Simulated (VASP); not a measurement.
A run of VASP 6.6.1 is set up as follows.

The input INCAR:

```
SYSTEM = Li2S
PREC = Accurate ; ENCUT = 600
EDIFF = 1E-6 ; ISMEAR = 0
SIGMA = 0.02 ; LREAL = .FALSE.
LASPH = .TRUE. ; NELM = 100
ALGO = Normal ; ISIF = 3
LWAVE = .FALSE. ; LCHARG = .FALSE.
GGA = PS ; IBRION = 2
NSW = 100 ; EDIFFG = -0.005
```

The input KPOINTS:

```
regular mesh
0
G
  8 8 8
  0 0 0
```

The input POSCAR:

```
Li2S
1.0
    0.0000000000      2.8445000000      2.8445000000
    2.8445000000      0.0000000000      2.8445000000
    2.8445000000      2.8445000000      0.0000000000
Li S
2 1
Direct
    0.2500000000      0.2500000000      0.2500000000
    0.7500000000      0.7500000000      0.7500000000
    0.0000000000      0.0000000000      0.0000000000
```

Potentials or basis: VASP PAW PBE potentials, release 64 (Li_sv, S).

The run is started by

```console
$ cat potpaw_PBE.64/Li_sv/POTCAR potpaw_PBE.64/S/POTCAR > POTCAR
$ mpirun -np 1 vasp_std > vasp.out
```

Task: Predict the space group after relaxing (to 0.05 Å).

Result: Fm-3m (No. 225).

Task: Predict the relaxed cell.

Result: a = 3.998 Å, b = 3.998 Å, c = 3.998 Å, α = 60.00°, β = 60.00°, γ = 60.00°.

Task: Estimate the relaxed volume.

Result: 15.06 Å³/atom.

Final structure:
```xyz
3
Lattice="0.0000 2.8270 2.8270 2.8270 0.0000 2.8270 2.8270 2.8270 0.0000" Properties=species:S:1:pos:R:3 pbc="T T T"
Li    1.4135    1.4135    1.4135
Li    4.2404    4.2404    4.2404
S     0.0000    0.0000    0.0000
```

Caveat: the cutoff is under 1.25 times the usual one of these potentials, so pressure, stress and relaxed cells hold a basis-set (Pulay) error; the PAW data sets were made with another functional, which shifts forces and pressure a little.
